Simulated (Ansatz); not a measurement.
# CdSe: the cell at several levels of theory

An exercise on one series of results from a longer session: the logs are not shown, and one member is left open.

Program: Ansatz 0.2.0. PAW datasets, plane waves, zero pressure. All values are calculated for a non-magnetic cell, which may be hypothetical.

## Starting point

This is the cell as the run starts from it, not yet at rest; its lengths are not the crystal's.

It is hexagonal, P6_3/mmc (No. 194); a = 3.866 Å, c = 6.302 Å in the conventional setting, 20.39 Å³ an atom. Cd has 6 Se at 2.73 Å; Se has 6 Cd at 2.73 Å.

Structure file:

Space group P6_3/mmc (No. 194). a = 3.866 Å, b = 3.866 Å, c = 6.302 Å, α = 90.00°, β = 90.00°, γ = 120.00°
```json
{"atom": "Cd", "site": "2a", "symmetry": "-3m.", "x": "0.0000", "y": "0.0000", "z": "0.0000"}
{"atom": "Se", "site": "2c", "symmetry": "-6m2", "x": "0.3333", "y": "0.6667", "z": "0.2500"}
```

The first run:

input.yaml reads:

```yaml
crystal:
  lattice:
    - [3.86619462, 0.0, 0.0]
    - [-1.93309731, 3.3482227569, 0.0]
    - [0.0, 0.0, 6.3018972306]
  atoms:
    - { symbol: Cd, position: [0.0, 0.0, 0.0] }
    - { symbol: Cd, position: [0.0, 0.0, 0.5] }
    - { symbol: Se, position: [0.3333333333, 0.6666666667, 0.25] }
    - { symbol: Se, position: [0.6666666667, 0.3333333333, 0.75] }
kpoints:
  mp_grid: { grid: [12, 12, 4] }
hamiltonian:
  xc: pbe
scf:
  occupations: { method: fermi_dirac, width: 0.02 }
relax:
  f_tol: 0.005
  cell: {}
```

Command:

```console
$ ansatz run input.yaml --threads 2 --pin off --max-ram 2211MiB --backend cpu --events-out ev --progress --plain --runs-dir out
```

Steps of the session up to this table: Relaxing with PBE; Relaxation with r2SCAN; Relaxing with PBEsol; LDA: cell and atoms; Relaxing with HSE06.

One table of the session follows, with a row left open; its other results are not shown here.

| level | a (Å) | c (Å) | volume (Å³/atom) |
| --- | --- | --- | --- |
| PBE | 4.063 | 6.697 | 23.938 |
| r2SCAN | 4.019 | 6.659 | 23.290 |
| PBEsol | ? | ? | ? |
| LDA | 3.947 | 6.493 | 21.898 |
| HSE06 | 4.023 | 6.650 | 23.297 |

Estimate the missing values for PBEsol.

As computed: a (Å): 3.990; c (Å): 6.570; volume (Å³/atom): 22.646. In the column «a (Å)» it lies between LDA (3.947) and r2SCAN (4.019).

What this shows: From the start to the first minimum the volume moved by +17.4 %. The volume runs from LDA (least) to PBE (most), a spread of 9.3 %, or 3.0 % in length if all axes shared it alike. The meshes differ: PBE 12×12×4, r2SCAN 6×6×4, PBEsol 6×6×4, LDA 6×6×4, HSE06 6×6×2.
